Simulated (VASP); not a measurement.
Write the native input for VASP 6.6.1 that does the following.

* Task: relaxation of cell and atoms
* Functional: PBEsol
* Potentials or basis: VASP PAW PBE potentials, release 64 (Nb_sv)
* Cutoff: 600 eV
* k mesh: 16 × 16 × 16
* Occupations: methfessel-paxton, width 0.1 eV
* Spin: no spin polarisation
* Further INCAR settings: ALGO = Normal; EDIFF = 1e-06; IBRION = 2; EDIFFG = -0.01; NSW = 90; ISIF = 3

The structure of Nb lies in POSCAR:

```
Nb
1.0
   -1.6639500000      1.6639500000      1.6639500000
    1.6639500000     -1.6639500000      1.6639500000
    1.6639500000      1.6639500000     -1.6639500000
Nb
1
Direct
    0.0000000000      0.0000000000      0.0000000000
```

One way to write it, as run:

INCAR

```
SYSTEM = Nb
PREC = Accurate
ENCUT = 600
EDIFF = 1E-6
ISMEAR = 1
SIGMA = 0.1
LREAL = .False.
LASPH = .True.
NELM = 80
ALGO = Normal
ISIF = 3
LWAVE = .False.
LCHARG = .False.
GGA = PS
IBRION = 2
NSW = 90
EDIFFG = -0.01
```

KPOINTS

```
regular mesh
0
Gamma
  16 16 16
  0 0 0
```

Potentials or basis: VASP PAW PBE potentials, release 64 (Nb_sv).

Run with:

```bash
$ cat potpaw_PBE.64/Nb_sv/POTCAR > POTCAR
$ mpirun -np 1 vasp_std > vasp.out
```

It gave:

* Relaxed volume: 17.46 Å³/atom
* Relaxed cell: a = 2.831 Å, b = 2.831 Å, c = 2.831 Å, α = 109.47°, β = 109.47°, γ = 109.47°
* Space group after relaxing (to 0.05 Å): Im-3m (No. 229)
* Energy gained by relaxing: 28.3 meV/atom
* Ionic steps: 4
* Pressure after relaxing: -0.1 GPa
* Band gap on the k mesh: none (metal or under the smearing width)

Caveat: the PAW data sets were made with another functional, which shifts forces and pressure a little.

It took 57 s on 1 thread of Intel(R) Xeon(R) Platinum 8488C (Sapphire Rapids), on a shared host, peak memory 0.17 GiB.
